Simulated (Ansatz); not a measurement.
The system is CuCl2.

```
Cu Cl
1.0
     4.52065    0.00000    0.00000
     0.00000    4.52065    0.00000
     0.00000    0.00000    4.31771
Cu Cl
1 2
Direct
  0.00000 0.00000 0.00000
  0.00000 0.50000 0.00000
  0.50000 0.00000 0.00000
```

Measurements of this composition are mostly on another form, of space group No. 12.

* Program: Ansatz 0.2.0
* Task: relaxation of cell and atoms
* Functional: r2SCAN
* Potentials or basis: Ansatz PAW
* Cutoff: 500 eV (not typed: the program's choice for these potentials)
* k mesh: 6 × 6 × 6
* Occupations: fermi-dirac, width 0.05 eV
* Spin: no spin polarisation
* Hubbard terms: Cu d U = 4 eV

At the start: volume 29.41 Å³/atom.

Question: How do energy, volume and symmetry change on relaxing?

Answer: It ends after 8 steps and the volume is 26.84 Å³/atom (-8.7 %); space group P4/mmm (No. 123, to 0.05 Å).

Step by step:
```tsv
step	energy change (eV)	largest force (eV/Å)	volume (Å³)
1	0.0000	0.0000	88.24
2	-0.0017	0.0000	87.36
3	-0.0068	0.0000	82.80
4	-0.0086	0.0000	82.07
5	-0.0094	0.0000	81.21
6	-0.0097	0.0000	80.18
7	-0.0097	0.0000	80.53
8	-0.0088	0.0000	80.53
```

Final structure:
```xyz
3
Lattice="4.5064 0.0000 0.0000 0.0000 4.5064 0.0000 0.0000 0.0000 3.9656" Properties=species:S:1:pos:R:3 pbc="T T T"
Cu    0.0000    0.0000    0.0000
Cl    0.0000    2.2532    0.0000
Cl    2.2532    0.0000    0.0000
```

Caveat: the plane-wave basis is chosen anew once the cell has moved, so the energies of steps on either side of that aren't comparable; an odd number of electrons without spin polarisation forces a metal; a magnetic or distorted state may lie lower; the run has no spin polarisation, though such a crystal can be magnetic; U without spin polarisation on a metal has little footing; the PAW data sets come from PBE, with cores solved anew for the run's functional, which leaves a small shift of forces and pressure.
